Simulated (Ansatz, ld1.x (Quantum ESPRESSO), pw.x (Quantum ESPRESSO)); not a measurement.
# pw.x on fcc S: one setting changed

Potential: norm-conserving Troullier–Martins (Kleinman–Bylander form), ld1.x (Quantum ESPRESSO) 7.5, PBE; core [Ne], reference 3s2 3p4; waves: 3s (bound): rc 1.55 bohr; 3d channel at 0.15 Ry: rc 1.70 bohr; 3p (bound): rc 1.80 bohr; local part: the p channel; core correction: a·sin(br)/r model core inside 1.35 bohr.

The reference run (k-mesh 14³, cutoffs 70/280 Ry, Fermi–Dirac 0.01 Ry, mixing_beta 0.4, conv_thr 1e-9, no spin) gives -0.14 GPa at 15.941 Å³/atom, where all-electron LAPW gives -0.09 GPa. This run, with its own iteration cap, changes degauss to 0.02.

```
&control
  calculation='scf', prefix='x', pseudo_dir='./', outdir='./tmp', tstress=.true., disk_io='none'
/
&system
  ibrav=0, nat=1, ntyp=1, ecutwfc=70, ecutrho=280, nbnd=10,
  occupations='smearing', smearing='fd', degauss=0.02
/
&electrons
  conv_thr=1e-09, mixing_beta=0.4, electron_maxstep=60
/
ATOMIC_SPECIES
S 1.0 S.UPF
CELL_PARAMETERS angstrom
  0.00000000 1.99753864 1.99753864
  1.99753864 0.00000000 1.99753864
  1.99753864 1.99753864 0.00000000
ATOMIC_POSITIONS crystal
S 0.0000 0.0000 0.0000
K_POINTS automatic
14 14 14 0 0 0
```

```bash
pw.x < S.scf.in > S.scf.out
```

How does the run end?

It converges in 6 iterations; the free energy moves by -77.7 meV/atom and the pressure by +1.13 GPa. In a metal, with Fermi–Dirac smearing, F lies below its zero-width value by a term in the square of the width.

```
Message from routine setup:
     using ibrav=0 with symmetry is DISCOURAGED, use correct ibrav instead
     lattice parameter (alat)  =       5.3384  a.u.
     unit-cell volume          =     107.5752 (a.u.)^3
     number of electrons       =         6.00
     number of Kohn-Sham states=           10
     kinetic-energy cutoff     =      70.0000  Ry
     charge density cutoff     =     280.0000  Ry
     scf convergence threshold =      1.0E-09
     Exchange-correlation= PBE
     number of k points=   104  Fermi-Dirac smearing, width (Ry)=  0.0200
     iteration #  1     ecut=    70.00 Ry     beta= 0.40
     total energy              =     -20.54583793 Ry
     estimated scf accuracy    <       0.00079815 Ry
     iteration #  2     ecut=    70.00 Ry     beta= 0.40
     total energy              =     -20.54583338 Ry
     estimated scf accuracy    <       0.00018557 Ry
     iteration #  3     ecut=    70.00 Ry     beta= 0.40
     total energy              =     -20.54585747 Ry
     estimated scf accuracy    <       0.00000326 Ry
     iteration #  4     ecut=    70.00 Ry     beta= 0.40
     total energy              =     -20.54585792 Ry
     estimated scf accuracy    <       0.00000003 Ry
     iteration #  5     ecut=    70.00 Ry     beta= 0.40
     total energy              =     -20.54585793 Ry
     estimated scf accuracy    <          3.4E-09 Ry
     iteration #  6     ecut=    70.00 Ry     beta= 0.40
     the Fermi energy is     8.9633 ev
!    total energy              =     -20.54585793 Ry
     estimated scf accuracy    <          1.7E-11 Ry
     smearing contrib. (-TS)   =      -0.01492563 Ry
     The total energy is F=E-TS. E is the sum of the following terms:
     one-electron contribution =       5.02222488 Ry
     hartree contribution      =       0.96852917 Ry
     xc contribution           =      -4.65893957 Ry
     ewald contribution        =     -21.86274677 Ry
     convergence has been achieved in   6 iterations
          total   stress  (Ry/bohr**3)                   (kbar)     P=        9.90
     Message from routine punch:
     Nothing written, as per user request (disk_io='none')
```

The run took about 20 s on one core of a shared host (Neoverse-N1, 64 threads, 498 GiB, load 14).
